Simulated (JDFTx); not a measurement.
AlFe:

```xyz
2
Lattice="2.9100 0.0000 0.0000 0.0000 2.9100 0.0000 0.0000 0.0000 2.9100" Properties=species:S:1:pos:R:3 pbc="T T T"
Fe    1.4550    1.4550    1.4550
Al    0.0000    0.0000    0.0000
```

| Property | Result |
| --- | --- |
| Program | JDFTx 1.7.0 (patched build) |
| Task | relaxation of cell and atoms |
| Functional | PBE |
| Potentials or basis | PseudoDojo-SR-PBE-0.5-standard with smoothed tails |
| Cutoff | 1225 eV |
| Density cutoff | 9796 eV |
| k mesh | 7 × 7 × 7 |
| Occupations | fermi-dirac, width 0.05 eV |
| Spin | collinear spin, ferromagnetic start |
| Starting moments | [3.0, 0.0] μB |

At the start: pressure -5.7 GPa; volume 12.32 Å³/atom.

**Question.** How do energy, volume and symmetry change on relaxing?

**Answer.** Over 5 steps the energy falls by 7.9 meV/atom and the volume is 11.89 Å³/atom (-3.5 %); space group Pm-3m (No. 221, to 0.05 Å); moment 0.78 μB per cell.

Step by step:
```
step  energy change (eV)  largest force (eV/Å)  pressure (GPa)  volume (Å³)
   1              0.0000                0.0000           -5.73        24.64
   2             -0.0074                0.0000           -4.24        24.41
   3             -0.0157                0.0000            0.03        23.78
   4             -0.0157                0.0000           -0.02        23.79
   5             -0.0157                0.0000            0.00        23.79
```

Final structure:
```xyz
2
Lattice="2.8759 0.0000 0.0000 0.0000 2.8759 0.0000 0.0000 0.0000 2.8759" Properties=species:S:1:pos:R:3 pbc="T T T"
Fe    1.4380    1.4380    1.4380
Al    0.0000    0.0000    0.0000
```
